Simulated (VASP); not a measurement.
Set up this calculation in VASP 6.6.1, as the native input.

```yaml
Task: relaxation of cell and atoms
Functional: PBE
Dispersion: D3(BJ)
Potentials_or_basis: VASP PAW PBE potentials, release 64 (W_sv)
Cutoff: 520 eV
k_mesh: 18 × 18 × 18
Occupations: gaussian, width 0.1 eV
Spin: no spin polarisation
Further_INCAR_settings: ALGO = Normal; EDIFF = 1e-07; IBRION = 2; EDIFFG = -0.002; NSW = 80; ISIF = 3
```

The structure of W lies in POSCAR:

```
W                                       
1.0
   -1.5806301208      1.5806301208      1.5806301208
    1.5806301208     -1.5806301208      1.5806301208
    1.5806301208      1.5806301208     -1.5806301208
  W             
     1
Direct
     0.0000000000000000    0.0000000000000000    0.0000000000000000
```

The input as run:

INCAR

```
  PREC = Accurate
  ENCUT = 520
  EDIFF = 1E-7
  ISMEAR = 0
  SIGMA = 0.1
  LREAL = False
  LASPH = True
  NELM = 80
  ALGO = Normal
  ISIF = 3
  LWAVE = False
  LCHARG = False
  GGA = PE
  IVDW = 12
  IBRION = 2
  NSW = 80
  EDIFFG = -0.002
```

KPOINTS

```
Automatic mesh
0
Gamma
  18 18 18
```

Potentials or basis: VASP PAW PBE potentials, release 64 (W_sv).

Command:

```console
$ cat potpaw_PBE.64/W_sv/POTCAR > POTCAR
$ mpirun -np 1 vasp_std > vasp.out
```

Results of the run:

The pressure after relaxing is 0.0 GPa. The band gap on the k mesh is none (metal or under the smearing width) and the dispersion energy per atom is -0.698 eV.

Caveat: the relaxation stopped at its first step, so nothing moved; pairwise dispersion overbinds metals, which lowers pressure and volume.

Wall time 20 s on 1 thread of Intel(R) Xeon(R) Platinum 8488C (Sapphire Rapids) (shared host), peak memory 0.16 GiB.
